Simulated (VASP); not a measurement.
# Si2Mo (I4/mmm) in VASP: phonons with PBEsol+D3(BJ)

Aim: the phonons of Si2Mo with PBEsol+D3(BJ).

Program: VASP 6.6.1. These are calculated values, not measurements. Logs are shortened: lines on timing, memory, paths and dates and some standing lists are left out, and cuts for length are marked.

## (1) The crystal as given

Symmetry: I4/mmm, No. 139, tetragonal system. Conventional cell: a = 3.200 Å, b = 3.200 Å, c = 7.861 Å, α = 90.00°, β = 90.00°, γ = 90.00°. Mo (site symmetry 4/mmm) is surrounded by 10 Si at 2.62 Å. Si (site symmetry 4mm) has 5 Si at 2.61 to 2.63 Å and 5 Mo at 2.62 Å as nearest neighbours.

## (2) Phonons, PBEsol+D3(BJ)

Contents of INCAR:

```
SYSTEM = Si2Mo
  ALGO = Normal
  EDIFF = 1E-8
  ENCUT = 520
  GGA = PS
  IBRION = 6
  ISIF = 2
  ISMEAR = 1
  IVDW = 12
  LASPH = .True.
  LCHARG = .False.
  LREAL = .False.
  LWAVE = .False.
  NELM = 60
  NFREE = 2
  NSW = 1
  POTIM = 0.015
  PREC = Accurate
  SIGMA = 0.1
```

Contents of KPOINTS:

```
k-points
0
Gamma
  10 10 10
  0 0 0
```

Contents of POSCAR:

```
Si2Mo
1.0
   -1.6000000000      1.6000000000      3.9305000000
    1.6000000000     -1.6000000000      3.9305000000
    1.6000000000      1.6000000000     -3.9305000000
Mo Si
1 2
Direct
    0.0000000000      0.0000000000      0.0000000000
    0.6670000000      0.6670000000      0.0000000000
    0.3330000000      0.3330000000      0.0000000000
```

Potentials or basis: VASP PAW PBE potentials, release 64 (Mo_sv, Si).

Started as:

```
$ cat potpaw_PBE.64/Mo_sv/POTCAR potpaw_PBE.64/Si/POTCAR > POTCAR
$ mpirun -np 1 vasp_std > vasp.out
```

OUTCAR:

```text
SYSTEM = Si2Mo
   EDIFF = 1E-8
   ENCUT = 520
   GGA = PS
   IBRION = 6
   ISIF = 2
   ISMEAR = 1
   IVDW = 12
   LASPH = .True.
   LREAL = .False.
   NELM = 60
   NFREE = 2
   NSW = 1
   POTIM = 0.015
   PREC = Accurate
 IVDW          = 12

 ion  position               nearest neighbor table
   1  0.000  0.000  0.000-   2 2.62   3 2.62   2 2.62   3 2.62   2 2.62   3 2.62   3 2.62   2 2.62
                             2 2.62   3 2.62
   2  0.667  0.667  0.000-   3 2.61   3 2.61   3 2.61   3 2.61   1 2.62   1 2.62   1 2.62   1 2.62
                             1 2.62   3 2.63
   3  0.333  0.333  0.000-   2 2.61   2 2.61   2 2.61   2 2.61   1 2.62   1 2.62   1 2.62   1 2.62
                             1 2.62   2 2.63

  LATTYP: Found a body centered tetragonal cell.
 ALAT       =     3.2000000000
 C/A-ratio  =     2.4565625000

  Lattice vectors:

 A1 = (  -1.6000000000,   1.6000000000,   3.9305000000)
 A2 = (   1.6000000000,  -1.6000000000,   3.9305000000)
 A3 = (   1.6000000000,   1.6000000000,  -3.9305000000)

Analysis of symmetry for initial positions (statically):
=====================================================================
 Subroutine PRICEL returns:
 Original cell was already a primitive cell.

 Routine SETGRP: Setting up the symmetry group for a
 body centered tetragonal supercell.

 Subroutine GETGRP returns: Found 16 space group operations
 (whereof 16 operations were pure point group operations)
 out of a pool of 16 trial point group operations.

The static configuration has the point symmetry D_4h.

Analysis of symmetry for dynamics (positions and initial velocities):
=====================================================================
 Subroutine PRICEL returns:
 Original cell was already a primitive cell.

 Routine SETGRP: Setting up the symmetry group for a
 body centered tetragonal supercell.

 Subroutine GETGRP returns: Found 16 space group operations
 (whereof 16 operations were pure point group operations)
 out of a pool of 16 trial point group operations.

The dynamic configuration has the point symmetry D_4h.

 Subroutine INISYM returns: Found 16 space group operations
 (whereof 16 operations are pure point group operations),
 and found     1 'primitive' translations

----------------------------------------------------------------------------------------

                                     Primitive cell

  volume of cell :      40.2483

  direct lattice vectors                    reciprocal lattice vectors
    -1.600000000  1.600000000  3.930500000     0.000000000  0.312500000  0.127210279
     1.600000000 -1.600000000  3.930500000     0.312500000  0.000000000  0.127210279
     1.600000000  1.600000000 -3.930500000     0.312500000  0.312500000  0.000000000

  length of vectors
     4.535287229  4.535287229  4.535287229     0.337399918  0.337399918  0.441941738

  position of ions in fractional coordinates (direct lattice)
     0.000000000  0.000000000  0.000000000
     0.667000000  0.667000000  0.000000000
     0.333000000  0.333000000  0.000000000

  ion indices of the primitive-cell ions
   primitive index   ion index
                 1           1
                 2           2
                 3           3

----------------------------------------------------------------------------------------

 KPOINTS: k-points

Automatic generation of k-mesh.
 Grid dimensions read from file:
 generate k-points for:   10   10   10

 Generating k-lattice:

  Cartesian coordinates                     Fractional coordinates (reciprocal lattice)
     0.000000000  0.031250000  0.012721028     0.100000000  0.000000000 -0.000000000
     0.031250000  0.000000000  0.012721028     0.000000000  0.100000000 -0.000000000
     0.031250000  0.031250000  0.000000000     0.000000000  0.000000000  0.100000000

  Length of vectors
     0.033739992  0.033739992  0.044194174

  Shift w.r.t. Gamma in fractional coordinates (k-lattice)
     0.000000000  0.000000000  0.000000000

 Subroutine IBZKPT returns following result:
[... 47 lines left out ...]
   ENCUT  =  520.0 eV  38.22 Ry    6.18 a.u.   8.43  8.43  8.43*2*pi/ulx,y,z
   NELM   =     60;   NELMIN=  2; NELMDL= -5     # of ELM steps
   EDIFF  = 0.1E-07   stopping-criterion for ELM
   LREAL  =      F    real-space projection
   EDIFFG = 0.1E-06   stopping-criterion for IOM
   NSW    =     73    number of steps for IOM
   IBRION =      6    ionic relax: 0-MD 1-quasi-New 2-CG
   NFREE  =      2    steps in history (QN), initial steepest desc. (CG)
   ISIF   =      2    stress and relaxation
   ISYM   =      2    0-nonsym 1-usesym 2-fastsym
   POTIM  = 0.0150    time-step for ionic-motion
   TEBEG  =    0.0;   TEEND  =   0.0 temperature during run
   PSTRESS=    0.0 pullay stress
   NELECT =      22.0000    total number of electrons
   NUPDOWN=      -1.0000    fix difference up-down
   EMIN   =  10.00;   EMAX   =-10.00  energy-range for DOS
   EFERMI =   0.00;   METHOD = LEGACY
   ISMEAR =     1;   SIGMA  =   0.10  broadening in eV -4-tet -1-fermi 0-gaus
   EFERMI_NEDOS =   21; number of points for ismear=-14 and -15
   IALGO  =     38    algorithm
   IMIX   =      4    mixing-type and parameters
     AMIX     =   0.40;   BMIX     =  1.00
     AMIX_MAG =   1.60;   BMIX_MAG =  1.00
  volume/ion in A,a.u.               =      13.42        90.54
  Fermi-wavevector in a.u.,A,eV,Ry     =   1.338546  2.529484 24.377614  1.791704
  Thomas-Fermi vector in A             =   2.467007
   LORBIT       =      0    0 simple, 1 ext, 2 COOP (PROOUT), +10 PAW based schemes
   GGA     = PS    functional components
   LHFCALC =     F    Hartree Fock is set to
   AEXX    =    0.0000 exact exchange contribution
   IVDW    =    12    specifies the selected vdW correction
   LEPSILON=     F    determine dielectric tensor
   LRPA    =     F    only Hartree local field effects (RPA)
 finite differences with symmetry
 non-spin polarized calculation
 Methfessel and Paxton  Order N= 1 SIGMA  =   0.10
  energy-cutoff  :      520.00
  volume of cell :       40.25
 maximum number of plane-waves:      1104
 NGX is ok and might be reduce to    36
   NGX = 17   NGY = 17   NGZ = 17

--------------------------------------- Ionic step        1  -------------------------------------------

 number of electron      22.0000000 magnetization

 Free energy of the ion-electron system (eV)
  ---------------------------------------------------
  ext. energy  EPLUGINS =         0.00000000
  ---------------------------------------------------
  free energy    TOTEN  =       -25.06878403 eV

  energy without entropy =      -25.06831102  energy(sigma->0) =      -25.06862636

------------------------ aborting loop because EDIFF is reached ----------------------------------------

 Edisp (eV)   -1.58266

 E8    (eV) :    -1.0449
[... 319 lines left out ...]
--------------------------------------- Ionic step        9  -------------------------------------------

 number of electron      22.0000000 magnetization

 Free energy of the ion-electron system (eV)
  ---------------------------------------------------
  ext. energy  EPLUGINS =         0.00000000
  ---------------------------------------------------
  free energy    TOTEN  =       -25.07270023 eV

  energy without entropy =      -25.07243981  energy(sigma->0) =      -25.07261342

 E-fermi :  12.1381     XC(G=0): -12.5100

 val. band max:       12.1188610506   @ k =  -0.2000  -0.3000   0.2000
 cond. band min:      12.1627244070   @ k =   0.5000   0.5000   0.3000
 fundamental gap:      0.0438633563
 Fermi energy:        12.1380879913

 k-point     1 :       0.0000    0.0000    0.0000
  band No.  band energies     occupation
      1     -48.4464      2.00000
      2     -22.6399      2.00000
      3     -22.5432      2.00000
      4     -22.5432      2.00000
      5      -1.2592      2.00000
      6       5.8035      2.00000
      7       8.7340      2.00000
      8       9.1108      2.00000
      9       9.5468      2.00000
     10       9.5468      2.00000
     11      12.5897     -0.00000
     12      15.2987      0.00000
     13      15.3001      0.00000
     14      15.7748      0.00000
[... 401 lines left out ...]
      2     -22.7527      2.00000
      3     -22.6824      2.00000
      4     -22.6053      2.00000
      5       2.8129      2.00000
      6       3.8929      2.00000
      7       6.4316      2.00000
      8       8.2645      2.00000
      9       9.2052      2.00000
     10       9.9362      2.00000
     11      10.2454      2.00000
     12      12.6840     -0.00000
     13      13.6553     -0.00000
     14      15.4906      0.00000
     15      17.0961      0.00000

 [... further k-points ...]

------------------------ aborting loop because EDIFF is reached ----------------------------------------

 Edisp (eV)   -1.58271

 E8    (eV) :    -1.0450
[... 26 lines left out ...]
  FREE ENERGIE OF THE ION-ELECTRON SYSTEM (eV)
  ---------------------------------------------------
  free  energy   TOTEN  =       -26.6554111639 eV

  energy  without entropy=      -26.6551507439  energy(sigma->0) =      -26.65532436

 INTERNAL STRAIN TENSORS FROM DISPLACED ATOMS
 ============================================

 INTERNAL STRAIN TENSOR FOR ION    1 for displacements in x,y,z  (eV/Angst):
          X           Y           Z          XY          YZ          ZX
  --------------------------------------------------------------------------------
  x     0.00000     0.00000     0.00000     0.00000     0.00000     0.00000
  y     0.00000     0.00000     0.00000     0.00000     0.00000     0.00000
  z     0.00000     0.00000     0.00000     0.00000     0.00000     0.00000

 INTERNAL STRAIN TENSOR FOR ION    3 for displacements in x,y,z  (eV/Angst):
          X           Y           Z          XY          YZ          ZX
  --------------------------------------------------------------------------------
  x     0.00000     0.00000     0.00000     0.00000     0.00000     0.97014
  y     0.00000     0.00000     0.00000     0.00000     0.97014     0.00000
  z     1.76152     1.76152     1.38237     0.00000     0.00000     0.00000

 Eigenvectors and eigenvalues of the dynamical matrix
 ----------------------------------------------------

   1 f  =   12.293798 THz    77.244214 2PiTHz  410.076975 cm-1    50.843042 meV
             X         Y         Z           dx          dy          dz
      0.000000  0.000000  0.000000    -0.000000   -0.000000    0.000000
      0.000000  0.000000  5.243287    -0.000000   -0.000000    0.707107
      0.000000  0.000000  2.617713     0.000000    0.000000   -0.707107
[... 43 lines left out ...]
   9 f/i=    0.000171 THz     0.001074 2PiTHz    0.005699 cm-1     0.000707 meV
             X         Y         Z           dx          dy          dz
      0.000000  0.000000  0.000000     0.000000   -0.000000    0.794195
      0.000000  0.000000  5.243287     0.000000   -0.000000    0.429683
      0.000000  0.000000  2.617713     0.000000   -0.000000    0.429683

 ELASTIC MODULI CONTR FROM IONIC RELAXATION (kBar)
 Direction    XX          YY          ZZ          XY          YZ          ZX
 --------------------------------------------------------------------------------
 XX         -14.2241    -14.2241    -11.1624      0.0000     -0.0000     -0.0000
 YY         -14.2241    -14.2241    -11.1624      0.0000     -0.0000     -0.0000
 ZZ         -11.1624    -11.1624     -8.7598      0.0000     -0.0000     -0.0000
 XY           0.0000      0.0000      0.0000      0.0000      0.0000      0.0000
 YZ          -0.0000     -0.0000     -0.0000      0.0000     -6.6323      0.0000
 ZX          -0.0000     -0.0000     -0.0000      0.0000     -0.0000     -6.6323
 --------------------------------------------------------------------------------
```

It took 4.4 min on 1 thread of Intel Xeon 6975P-C (Granite Rapids), shared host; peak memory 0.42 GiB.

Results:

```yaml
Highest_phonon_frequency_at_Γ_LO-TO_splitting_left_out: 410 cm⁻¹
Dispersion_energy_per_atom: -0.528 eV
```

Phonon frequencies in cm⁻¹ (negative: imaginary):
```
              q point                    frequencies
(0.000, 0.000, 0.000)  0 0 0 267 267 314 331 331 410
```

Caveat: the atoms weren't relaxed first, which shifts response properties.
